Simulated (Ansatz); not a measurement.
A crystal relaxed with r2SCAN in the plane-wave code Ansatz has space group Fm-3m (No. 225) and a = 6.366 Å.

```json
{"atom": "Ge", "site": "4a", "x": "0.0000", "y": "0.0000", "z": "0.0000"}
{"atom": "Xx", "site": "8c", "x": "0.2500", "y": "0.7500", "z": "0.7500"}
```

The r2SCAN gap is indirect, 0.44 eV (Γ to X), below the direct gap of 1.67 eV at Γ. With HSE06 the valence top lies at Γ and the conduction bottom at X, 0.51 eV higher; the smallest vertical gap, at Γ, is 1.75 eV. Meshes: r2SCAN 8×8×8, HSE06 6×6×6.

**Question.** Which element is Xx?
A. Mg
B. Ba
C. Ca
D. Hg

**Answer.** A. Xx is Mg: Mg2Ge built on the antifluorite prototype. Ge has 8 Mg at 2.76 Å; Mg has 4 Ge at 2.76 Å.

Calculated for a static, non-magnetic cell.

The runs are scalar-relativistic, without spin-orbit coupling.
